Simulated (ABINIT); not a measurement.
A run of ABINIT 10.8.3 (patched build):

File run.abi:

```
pp_dirpath "./"
pseudos "W.upf, S.upf"

acell 3*1.0
rprim
     2.9838775508     1.7227425073    11.6470120147
    -2.9838775508     1.7227425073    11.6470120147
     0.0000000000    -3.4454850143    11.6470120147
ntypat 2
znucl 74 16
natom 3
typat 1 2 2
xred
     0.0000000000     0.0000000000     0.0000000000
     0.5810000000     0.5810000000     0.5810000000
     0.7503000000     0.7503000000     0.7503000000

ecut 843.552974 eV

kptopt 1
ngkpt 8 8 8
nshiftk 1
shiftk 0.0 0.0 0.0

ixc -116133

nband 17
occopt 3
tsmear 0.00183747

nstep 100
tolvrs 1.0e-10

iomode 3
prtwf 0
prtden 0
prteig 0
prtebands 0
```

Potentials or basis: PseudoDojo NC SR PBEsol v0.4.1 standard.

The run is started by

```bash
$ mpirun --bind-to none -np 4 abinit run.abi > log 2>&1
```

Hardware: 4 MPI ranks on Arm Neoverse N1 (shared host).

How long does it take, and how much memory?

Wall time 2.6 min on 4 MPI ranks on Arm Neoverse N1, on a shared host, peak memory 0.6 GiB a rank. Counts: scf iterations 12, mpi ranks 4, k points 65, bands 17, plane waves 2985.
